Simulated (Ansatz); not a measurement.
System: PbSe (rock salt type), 2 atoms in the cell.

```yaml
crystal:
  lattice:
    - [0.00000, 3.10500, 3.10500]
    - [3.10500, 0.00000, 3.10500]
    - [3.10500, 3.10500, 0.00000]
  atoms:
    - { symbol: Pb, position: [0.00000, 0.00000, 0.00000] }
    - { symbol: Se, position: [0.50000, 0.50000, 0.50000] }
```
Lattice in Å, positions in fractions of it.

All numbers below come from PBE, all-electron LAPW, point nucleus (Ansatz 0.2.0 development build).

k-mesh 6×6×6 Γ-centred; Fermi–Dirac smearing of 0.02 eV; no spin polarisation; no spin–orbit coupling.

Task: How large is the gap on this mesh, is it direct, and where do the band edges lie (fractions of the reciprocal vectors of this cell)?

Result: 0.43 eV, direct at (0.000, 0.000, -0.500).

Task: List the levels near the gap at (0.000, 0.000, 0.000), (0.000, 0.000, -0.500), (0.000, 0.167, 0.167), (0.000, 0.167, 0.333), (0.000, 0.167, -0.500), (0.000, 0.167, -0.167), in eV from the top of the valence band (v1 is the highest filled band, c1 the lowest empty one).

Result: 
| k | v4 | v3 | v2 | v1 | c1 | c2 | c3 |
| --- | --- | --- | --- | --- | --- | --- | --- |
| (0.000, 0.000, 0.000) | -6.34 | -1.66 | -1.66 | -1.66 | 4.65 | 4.65 | 4.65 |
| (0.000, 0.000, -0.500) | -8.54 | -1.28 | -1.28 | 0.00 | 0.43 | 1.82 | 1.82 |
| (0.000, 0.167, 0.167) | -6.93 | -2.01 | -2.01 | -0.72 | 2.09 | 4.54 | 4.54 |
| (0.000, 0.167, 0.333) | -7.61 | -2.14 | -2.12 | -1.22 | 2.05 | 3.68 | 3.89 |
| (0.000, 0.167, -0.500) | -8.28 | -2.51 | -1.88 | -1.28 | 1.89 | 2.81 | 3.44 |
| (0.000, 0.167, -0.167) | -7.47 | -2.43 | -1.21 | -0.51 | 1.63 | 2.44 | 4.23 |

A gap read on the mesh is an upper bound of this method's gap, since the mesh can miss a band edge. Spin–orbit coupling is left out; with heavy elements it can shift the gap and split levels by tenths of an eV. Semilocal functionals give gaps that mostly lie well below measured ones.
